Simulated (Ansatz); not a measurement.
**BN: stiffness from a series of strains**

```yaml
crystal:
  lattice:
    - [2.50399, 0.00000, 0.00000]
    - [-1.25200, 2.16852, 0.00000]
    - [0.00000, 0.00000, 6.66120]
  atoms:
    - { symbol: B, position: [0.33333, 0.66667, 0.25000] }
    - { symbol: B, position: [0.66667, 0.33333, 0.75000] }
    - { symbol: N, position: [0.33333, 0.66667, 0.75000] }
    - { symbol: N, position: [0.66667, 0.33333, 0.25000] }
```

Atom numbers follow the list: B1, B2, N3, N4.

Conventional cell: a = 2.504 Å, b = 2.504 Å, c = 6.661 Å, α = 90.00°, β = 90.00°, γ = 120.00°. B (atom 1) is surrounded by 3 N at 1.45 Å. N (atom 3) has 3 B at 1.45 Å as nearest neighbours.

The cell is COD entry 9008997, as deposited and not checked against the literature; nothing was relaxed.

Level of theory: Ansatz 0.2.0, DFT, PBEsol, all-electron LAPW, scalar-relativistic.

Sampling and basis: a Γ-centred 11×11×4 k mesh, Fermi–Dirac smearing of 0.02 eV, basis error target 1 meV/atom, no spin polarisation.

The strain is applied along the Cartesian axes of the cell as listed (the other components stay zero). Fractional coordinates are held (clamped ions).

σ is the change of stress from the unstrained cell, which is at 0.41 GPa; tension is positive, so slopes are stress–strain coefficients at that pressure.

Only quantities that a quadratic follows smoothly over the whole series are listed; rougher ones are left out.

```tsv
εxx = εyy	σzz (GPa)	σxx (GPa)
-0.0300	-0.15	-37.50
-0.0200	-0.11	-23.80
-0.0100	-0.06	-11.33
0.0000	0.00	0.00
0.0200	0.13	19.59
0.0300	0.19	28.01
```

Problem. Fit the series and read off the stiffness at zero strain.

Solution. Least-squares fits y = p0 + p1 x + p2 x² to the rows give σzz (GPa): p1 = 5.78, p2 = 24; σxx (GPa): p1 = 1090, p2 = -5300. So C13 + C23 = 6 GPa and C11 + C12 = 1089 GPa, for these axes.

Problem. One run, at εxx = εyy = 0.0100, is withheld. Predict its row.

Solution. The fits give 0.06, 10.40; the run gave 0.06, 10.28.
